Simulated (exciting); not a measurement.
# Ta (P-1) in exciting: reference runs

How does Ta come out in PBEsol? The cell is run as given.

Everything below comes from runs of exciting (release sodium). Logs are shortened: lines on timing, memory, paths and dates and some standing lists are left out, and cuts for length are marked.

**1. The structure**

The typed cell holds 1 atom: a = 2.878 Å, b = 2.876 Å, c = 2.867 Å, α = 107.90°, β = 109.43°, γ = 112.18°.

**2. Single point, PBEsol**

File input.xml:

```xml
<input>
  <title>Ta</title>
  <structure speciespath="./" tshift="false">
    <crystal scale="1">
      <basevect>-3.238688863936 3.144127648961 3.034807559569</basevect>
      <basevect>3.199691020539 -3.179090265677 3.030772332889</basevect>
      <basevect>3.186500883367 3.126902285109 -3.069770195183</basevect>
    </crystal>
    <species speciesfile="Ta.xml" rmt="2.3">
      <atom coord="0.000000000000 0.000000000000 0.000000000000"/>
    </species>
  </structure>
  <groundstate do="fromscratch" ngridk="11 11 11" rgkmax="9" gmaxvr="14" lmaxapw="10" lmaxmat="10" lmaxvr="8" xctype="GGA_PBE_SOL" stype="Fermi Dirac" swidth="0.00183747" nempty="12" ValenceRelativity="iora*" epsengy="1e-05" epspot="1e-05" maxscl="60" tforce="true" outputlevel="normal"/>
</input>
```

Potentials or basis: all-electron LAPW+lo, shipped species files, valence relativity iora*.

Command:

```sh
OMP_NUM_THREADS=1 exciting_smp
```

INFO.OUT:

```text
================================================================================
EXCITING SODIUM started
[... 10 lines left out ...]

 Lattice vectors (cartesian) :
     -3.2386888639      3.1441276490      3.0348075596
      3.1996910205     -3.1790902657      3.0307723329
      3.1865008834      3.1269022851     -3.0697701952

 Reciprocal lattice vectors (cartesian) :
      0.0145980175      1.0078680130      1.0417787604
      0.9903503057      0.0140529977      1.0423237802
      0.9922008119      1.0102635391      0.0122024852

 Unit cell volume                           :     121.4401705631
 Brillouin zone volume                      :       2.0425713526

 Species :    1 (Ta)
     parameters loaded from                 :    Ta.xml
     name                                   :    tantalum
     nuclear charge                         :     -73.00000000
     electronic charge                      :      73.00000000
     atomic mass                            :  329847.84330000
     muffin-tin radius                      :       2.30000000
     # of radial points in muffin-tin       :     450

     atomic positions (lattice) :
       1 :   0.00000000  0.00000000  0.00000000

 Total number of atoms per unit cell        :       1

 Spin treatment                             :    spin-unpolarised

 Number of Bravais lattice symmetries       :       2
 Number of crystal symmetries               :       2

 k-point grid                               :      11   11   11
 Total number of k-points                   :     666
 k-point set is reduced with crystal symmetries

 R^MT_min * |G+k|_max (rgkmax)              :       9.00000000
 Species with R^MT_min                      :       1 (Ta)
 Maximum |G+k| for APW functions            :       3.91304348
 Maximum |G| for potential and density      :      14.00000000

 G-vector grid sizes                        :      25    25    25
 Total number of G-vectors                  :    5621

 Maximum angular momentum used for
     APW functions                          :      10
     computing H and O matrix elements      :      10
     potential and density                  :       8
     inner part of muffin-tin               :       2

 Total nuclear charge                       :     -73.00000000
 Total electronic charge                    :      73.00000000
 Total core charge                          :      46.00000000
 Total valence charge                       :      27.00000000

 Number of empty states                     :      12
 Total number of valence states             :      26

 Maximum Hamiltonian size                   :     163
 Maximum number of plane-waves              :     136
 Total number of local-orbitals             :      27

 Exchange-correlation type                  :      22
     PBEsol, Phys. Rev. Lett. 100, 136406 (2008)
     Generalised gradient approximation (GGA)

 Smearing scheme                            :    Fermi-Dirac
 Smearing width                             :       0.00183747

 Using multisecant Broyden potential mixing
[... 6 lines left out ...]
* Groundstate module started                                                   *
********************************************************************************
 Output level for this task is set to normal

++++++++++++++++++++++++++++++++++++++++++++++++++++++++++++++++++++++++++++++++
[... 5 lines left out ...]
+ SCF iteration number :    1                                                  +
++++++++++++++++++++++++++++++++++++++++++++++++++++++++++++++++++++++++++++++++
 Total energy                               :    -15608.04048973
 _______________________________________________________________
 Fermi energy                               :         0.48022950
 Kinetic energy                             :     17543.40742907
 Coulomb energy                             :    -32838.75081738
 Exchange energy                            :      -307.74585243
 Correlation energy                         :        -4.95124899
[... 316 lines left out ...]
 RMS change in effective potential (target) :  0.124404E-07  ( 0.100000E-04)
 Absolute change in total energy   (target) :  0.233591E-05  ( 0.100000E-04)
 Charge distance                   (target) :  0.309840E-08  ( 0.100000E-04)
 Abs. change in max-nonIBS-force   (target) :   0.00000      ( 0.500000E-04)

++++++++++++++++++++++++++++++++++++++++++++++++++++++++++++++++++++++++++++++++
| Convergency criteria checked for the last 2 iterations                       +
| Convergence targets achieved. Performing final SCF iteration                 +
++++++++++++++++++++++++++++++++++++++++++++++++++++++++++++++++++++++++++++++++
 Total energy                               :    -15621.47605636
 _______________________________________________________________
 Fermi energy                               :         0.47259973
 Kinetic energy                             :     17534.95051927
 Coulomb energy                             :    -32843.48778729
 Exchange energy                            :      -307.98551552
 Correlation energy                         :        -4.95327282

 DOS at Fermi energy (states/Ha/cell)       :        32.35541111

 Electron charges :
     core                                   :        46.00000000
     core leakage                           :         0.00000905
     valence                                :        27.00000000
     interstitial                           :         2.77137407
     charge in muffin-tin spheres :
                  atom     1    Ta          :        70.22862593
     total charge in muffin-tins            :        70.22862593
     total charge                           :        73.00000000

++++++++++++++++++++++++++++++++++++++++++++++++++++++++++++++++++++++++++++++++
+ Self-consistent loop stopped                                                 +
++++++++++++++++++++++++++++++++++++++++++++++++++++++++++++++++++++++++++++++++
 STATE.OUT is written

--------------------------------------------------------------------------------
- Writing atomic positions and forces                                          -
--------------------------------------------------------------------------------

 Atomic positions (lattice) :
 atom     1  Ta  :     0.00000000    0.00000000    0.00000000

 Total atomic forces including IBS (cartesian) :
 atom     1  Ta  :     0.00000000    0.00000000    0.00000000

 Atomic force components including IBS (cartesian) :
 atom     1  Ta  :     0.00000000    0.00000000    0.00000000   HF force
                 :     0.00000000    0.00000000    0.00000000   core correction
                 :     0.00000000    0.00000000    0.00000000   IBS correction

********************************************************************************
* Groundstate module stopped                                                   *
********************************************************************************

--------------------------------------------------------------------------------
- CAUTION! Warnings have been written in file WARNING.OUT !                    -
--------------------------------------------------------------------------------
================================================================================
| EXCITING SODIUM stopped                                                      =
================================================================================
```

EVALCORE.OUT:

```text
Species :    1 (Ta), atom :    1
 n =  1, l =  0, k =  1 :   -2470.903351
 n =  2, l =  0, k =  1 :   -423.6982600
 n =  2, l =  1, k =  1 :   -404.8969308
 n =  2, l =  1, k =  2 :   -358.2391248
 n =  3, l =  0, k =  1 :   -96.52360573
 n =  3, l =  1, k =  1 :   -88.17207841
 n =  3, l =  1, k =  2 :   -78.12810748
 n =  3, l =  2, k =  2 :   -64.03057969
 n =  3, l =  2, k =  3 :   -61.84230743
 n =  4, l =  0, k =  1 :   -19.12121947
 n =  4, l =  1, k =  1 :   -15.68035141
 n =  4, l =  1, k =  2 :   -13.36419948
 n =  4, l =  2, k =  2 :   -7.711935817
 n =  4, l =  2, k =  3 :   -7.286423357
```

WARNINGS.OUT:

```text
Inversion symmetry is present. Consider using input%groundstate%solver%type = "inversionsymmetry"
```

Run time: 6 min. Hardware: 1 thread of Intel Xeon at 2.50GHz (Skylake/Cascade Lake), shared host; peak memory 0.11 GiB.

What came out:

| Property | Result |
| --- | --- |
| Free energy | -425082.0287 eV |
| Band gap on the k mesh | none (metal or under the smearing width) |
| All electrons inside the program's atomic spheres | Ta 70.23 (radii Ta 2.3 bohr) |

Caveat: the log's total energy holds no entropy term; the free energy is that total less TS from the occupations.
